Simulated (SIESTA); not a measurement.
Crystal: BN.

```
CELL_PARAMETERS angstrom
0.00000 1.81300 1.81300
1.81300 0.00000 1.81300
1.81300 1.81300 0.00000
ATOMIC_POSITIONS crystal
N 0.25000 0.25000 0.25000
B 0.00000 0.00000 0.00000
```

The cell is a database's computed one.

Base run:

- Program: SIESTA 5.4.2
- Functional: PBE
- Potentials or basis: PseudoDojo 0.4 standard (PBE files)
- Basis: DZP (energy shift 0.003 Ry)
- Grid cutoff: 800 Ry
- Energy shift: 0.003 Ry
- k mesh: 13 × 13 × 13
- Occupations: fermi-dirac, width 0.05 eV
- Spin: no spin polarisation

Its results: band gap on the k mesh 4.64 eV, indirect (least direct gap 8.84 eV); pressure 2.6 GPa.

Task: The run is repeated on the same cell with these changes: functional from PBE to LDA; potentials or basis from PseudoDojo 0.4 standard (PBE files) to PseudoDojo 0.4 standard (LDA files). What comes out?

Result: Band gap on the k mesh 4.51 eV, indirect (least direct gap 8.72 eV); pressure -10.9 GPa.

Caveats: the basis of atomic orbitals isn't converged, which shifts pressures, moduli and gaps; the basis holds too few empty states to meet the f-sum rule, so the spectrum is short of weight at high energy (some runs); an odd mesh through Γ misses points on the zone boundary, where band edges often lie (some runs).
